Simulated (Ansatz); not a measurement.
## Stationary points along a deformation path in Si

Level of theory: Ansatz, DFT r2SCAN, scalar-relativistic, plane waves, PAW. Settings: plane waves to 500 eV, k-mesh 26×26×26 (Γ-centred), Gaussian smearing 0.15 eV. No spin polarisation. Energies are free energies at this smearing, counted from the undisturbed cell; pressure is positive in compression.

Zero of the scan (as given, not relaxed at this level; it stands at -0.1 GPa; this form isn't the usual structure):

```yaml
crystal:
  lattice:
    - [-1.62691, 1.62691, 1.32033]
    - [1.62691, -1.62691, 1.32033]
    - [1.62691, 1.62691, -1.32033]
  atoms:
    - { symbol: Si, position: [0.00000, 0.00000, 0.00000] }
```

At fixed volume and fractional coordinates, lengths along (0.000, 0.000, 1.000) are scaled against those across it; ρ is that ratio over its starting value. V = 13.979 Å³/atom. Δσ is the stress along the axis less the mean stress across it (compression positive).

| ρ | ΔE (meV/atom) | Δσ (GPa) | space group |
| --- | --- | --- | --- |
| 0.800 | 127.1 | 31.20 | I4/mmm |
| 0.850 | 44.4 | 16.82 | I4/mmm |
| 0.920 | 0.3 | 3.76 | I4/mmm |
| 0.960 | -4.1 | 0.13 | I4/mmm |
| 1.000 | 0.0 | -3.25 | I4/mmm |
| 1.050 | 12.3 | -5.07 | I4/mmm |
| 1.100 | 28.6 | -6.89 | I4/mmm |
| 1.200 | 58.9 | -3.40 | I4/mmm |
| 1.300 | 55.4 | 3.26 | I4/mmm |

**Question.** How does the stress give the slope of the energy, and where is the energy stationary?

**Answer.** Along the path d ln(length) is 2/3 d ln ρ on the axis and −1/3 d ln ρ across it, so dE/d ln ρ = −(2/3) V Δσ: the energy falls with ρ where Δσ is positive. Δσ vanishes or changes sign between ρ = 0.960 and 1.000, a minimum (near 0.96 by linear interpolation); between ρ = 1.200 and 1.300, a maximum (near 1.25 by linear interpolation). Pairs of stationary points between two samples would go unseen, and could change a minimum read from distant neighbours into a maximum.

**Question.** Integrate that slope from ρ = 1 to 1.200 by the trapezoid rule.

**Answer.** With V/N in Å³ and 1 eV/Å³ = 160.2 GPa the slopes at ρ = 1.000, 1.050, 1.100, 1.200 are 189, 295, 401, 198 meV/atom per unit of ln ρ. The steps add 11.8 + 16.2 + 26.0 = 54.0 meV/atom, against 58.9 from the energies; the trapezoid rule misses the curvature of the slope within each step.

**Question.** Is the start the lowest point of the path?

**Answer.** No: ρ = 0.960 lies 4.1 meV/atom lower, with no sampled rise above the start on the way. Volume and inner coordinates are held, so a relaxed structure there would lie lower still.

In a metal these slopes depend on the k mesh and the smearing.